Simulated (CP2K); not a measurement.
LiCl: changing the choice of potentials or basis

```xyz
2
Lattice="3.6271 0.0000 0.0000 1.8136 3.1412 0.0000 1.8136 1.0471 2.9615" Properties=species:S:1:pos:R:3 pbc="T T T"
Cl    3.6271    2.0941    1.4808
Li    0.0000    0.0000    0.0000
```

Kept alike: task single point; functional PBE; k mesh 9 × 9 × 9; occupations fermi-dirac, width 0.05 eV; no spin polarisation. Program: CP2K. The mesh is that of the run's cell of 2 atoms. No spin-orbit coupling.

| choice of potentials or basis | pressure (GPa) |
| --- | --- |
| GTH_POTENTIALS Cl GTH-PBE-q7, Li GTH-PBE-q3; DZVP-MOLOPT-SR-GTH basis | 0.49 |
| GTH_POTENTIALS Cl GTH-PBE-q7, Li GTH-PBE-q3; TZVP-MOLOPT-GTH, TZVP-MOLOPT-SR-GTH basis | 0.53 |
| POTENTIAL_UZH Cl GTH-PBE-q7, Li GTH-PBE-q3; DZVP-MOLOPT-PBE-GTH basis | 0.66 |
| POTENTIAL_UZH Cl GTH-PBE-q7, Li GTH-PBE-q3; TZV2P-MOLOPT-PBE-GTH basis | 0.27 |
| POTENTIAL_UZH Cl GTH-PBE-q7, Li GTH-PBE-q3; TZVP-MOLOPT-PBE-GTH basis | 0.58 |
| all electrons (GAPW); pob-DZVP-rev2 basis | 0.05 |
| all electrons (GAPW); pob-TZVP-rev2 basis | 0.94 |

Pressure is positive in compression. Runs of this series that gave no sound value for these columns are left out.

Q: What does the choice of potentials or basis change here?

A: The pressure runs from 0.05 (all electrons (GAPW); pob-DZVP-rev2 basis) to 0.94 GPa (all electrons (GAPW); pob-TZVP-rev2 basis).
